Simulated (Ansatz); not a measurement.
Runs of Ansatz 0.2.0 on MnH2O2 (Pyrochroite). Symmetry: P-3m1, No. 164, trigonal system. The conventional cell has a = 3.250 Å, b = 3.250 Å, c = 4.480 Å, α = 90.00°, β = 90.00°, γ = 120.00°. Mn (site symmetry -3m) has 6 O at 2.13 Å as nearest neighbours. Around O (site symmetry 3m) lie 1 H at 0.99 Å. Around H (site symmetry 3m) lie 1 O at 0.99 Å. 

| task | level | cell | cutoff (eV) | smearing | points for each segment of the path | gap on the mesh (eV) | pressure (GPa) | moment (μB) | relaxed volume (Å³/atom) | largest force (eV/Å) |
| --- | --- | --- | --- | --- | --- | --- | --- | --- | --- | --- |
| relaxation of cell and atoms | LDA | relaxed | 420 | fermi-dirac 0.05 eV | - | 0.37 | 0.0 | 5.00 | 8.10 | - |
| single point | PBEsol | as given | 420 | gaussian 0.1 eV | - | 0.11 | 6.2 | 5.00 | - | 0.90 |
| relaxation of cell and atoms | r2SCAN | relaxed | 500 | fermi-dirac 0.05 eV | - | 1.21 | 0.0 | 5.00 | 8.90 | - |
| band structure | r2SCAN | as given | 500 | fermi-dirac 0.05 eV | 14 | (c) | 7.2 | 5.00 | - | 1.77 |
| band structure | PBEsol | as given | 420 | fermi-dirac 0.05 eV | 14 | none | 6.2 | 5.00 | - | (b) |
| band structure | LDA | as given | 420 | fermi-dirac 0.05 eV | 14 | none | 1.7 | 5.00 | - | 0.61 |
| relaxation of cell and atoms | PBEsol | relaxed | 420 | fermi-dirac 0.05 eV | - | 0.34 | 0.0 | 5.00 | (a) | - |

Alike in all rows: potentials or basis Ansatz PAW; spin collinear, ferromagnetic start; k mesh 9 × 9 × 6.

Problem. Estimate the missing entries.

Solution. (a) 8.62; (b) 0.89; (c) 0.93.

Caveats: a cell with one magnetic atom can't hold antiferromagnetic order, which such compounds often take; the PAW data sets come from PBE, with cores solved anew for the run's functional, which leaves a small shift of forces and pressure; odd divisions of the mesh miss points on the zone boundary, where band edges often lie, so the gap on the mesh can be too wide (some runs); the plane-wave basis is chosen anew once the cell has moved, so the energies of steps on either side of that aren't comparable (some runs); the magnetic or orbital state may not be the lowest (some runs); semilocal functionals often make such compounds metallic where correlation or magnetic order opens a gap, which also shifts bond lengths (some runs); forces of over 1 eV/Å show positions far from the minimum, so gaps and moduli don't describe the material at rest (some runs).

A k mesh can miss the band edges.

A gap of «none» marks a metal or a gap under the smearing width.

Not every run made on this cell is shown here.
